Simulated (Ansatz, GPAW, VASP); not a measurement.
Ru: programs and potentials compared

```
CELL_PARAMETERS angstrom
2.70580 0.00000 0.00000
-1.35290 2.34329 0.00000
0.00000 0.00000 4.28190
ATOMIC_POSITIONS crystal
Ru 0.66667 0.33333 0.75000
Ru 0.33333 0.66667 0.25000
```

Alike in all runs: task single point; functional PBE; k mesh 11 × 11 × 6; occupations gaussian, width 0.02 eV; no spin polarisation; no spin-orbit coupling. Pressure is positive in compression and, in plane waves, holds the error of the finite cutoff, which Ansatz's Pulay term estimates and takes out.

```json
{"program and potentials": "Ansatz, Ansatz PAW", "plane-wave cutoff (eV)": "420", "notes": "16 valence electrons an atom on average; Pulay term of +0.07 GPa included", "pressure (GPa)": "4.51"}
{"program and potentials": "VASP, PBE PAW files Ru_pv, release 54, 520 eV", "plane-wave cutoff (eV)": "520", "notes": "14 valence electrons an atom on average", "pressure (GPa)": "4.43"}
{"program and potentials": "Ansatz, all-electron LAPW, scalar-relativistic", "plane-wave cutoff (eV)": "-", "notes": "-", "pressure (GPa)": "4.44"}
{"program and potentials": "GPAW, GPAW PAW data sets (gpaw-data 1.2.1)", "plane-wave cutoff (eV)": "600", "notes": "16 valence electrons an atom on average", "pressure (GPa)": "3.57"}
```

The pressure spans 3.57 (GPAW, GPAW PAW data sets (gpaw-data 1.2.1)) to 4.51 GPa (Ansatz, Ansatz PAW), with all-electron results at 4.44.

Differences between rows come from potentials, basis sets and numerical settings, since the functional is the same but for its coding. Runs on potential files found faulty are left out.

All four calculations put hcp Ru under compression, so PBE favours a somewhat larger volume than this cell, which is close to the measured one. This fits the functional's usual slight underbinding of late 4d metals. Ruthenium's d band is filled mainly through its bonding states, which makes the metal very stiff, and a pressure of a few GPa therefore corresponds to only a small error in lattice constant.

Ansatz PAW and VASP lie close to the all-electron value of 4.44 GPa, whereas GPAW is clearly lower at 3.57 GPa. The number of valence electrons doesn't account for this: VASP agrees with the all-electron result with 14 per atom, while GPAW departs from it with the same 16 as Ansatz PAW. Treating the 4s shell as valence is thus not decisive here, and the GPAW offset probably comes from its data set or from incomplete basis convergence. Even so, it would shift the equilibrium lattice constants only slightly. Agreement in pressure at one geometry doesn't establish equal bulk moduli or axial ratios.
